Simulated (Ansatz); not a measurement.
## Ti: frozen-core PAW against all-electron methods

```yaml
crystal:
  lattice:
    - [0.04060, 2.05030, 2.05030]
    - [2.05030, 0.04060, 2.05030]
    - [2.05030, 2.05030, 0.04060]
  atoms:
    - { symbol: Ti, position: [0.00000, 0.00000, 0.00000] }
```

The cell is COD entry 1534878, as deposited and not checked against the literature; nothing was relaxed. The listed cell was then made from it by scaling, straining or moving an atom.

Levels of theory: DFT, PBE, PAW with Ansatz's default frozen-core files, scalar-relativistic (Ansatz 0.2.0); DFT, PBE, all-electron PAW with datasets made for the crystal, scalar-relativistic (Ansatz 0.2.0); DFT, PBE, all-electron LAPW, scalar-relativistic (Ansatz 0.2.0).

For PAW: a Γ-centred 15×15×15 k mesh, Fermi–Dirac smearing of 0.05 eV, cutoff 420 eV, no spin polarisation. The crystal-made all-electron datasets (AE datasets) take a cutoff of 260 eV at this cell. LAPW targets a basis error of 0.25 meV/atom. The Ansatz runs share mesh, smearing and spin set-up. Plane-wave (PAW) pressures include the program's estimate of the Pulay term.

Stress and pressure are positive in compression.

The change that made this cell: equal xy, yz and zx engineering shear strains of +2 %.

In a metal, gradients converge slowly with the k mesh: the values move by tens of per cent from one mesh to another, at times in sign, so only the comparison on one mesh counts.

```
                            quantity    PAW  AE datasets   LAPW
                      pressure (GPa)   4.49         4.48   4.48
                     stress yz (GPa)  -1.26        -1.26  -1.26
                     stress xz (GPa)  -1.26        -1.26  -1.26
                     stress xy (GPa)  -1.26        -1.26  -1.26
field gradient Vzz at Ti (10²¹ V/m²)  -0.83        -0.79      –
```

PAW's pressure differs from the LAPW value by about 0.01 GPa or less.
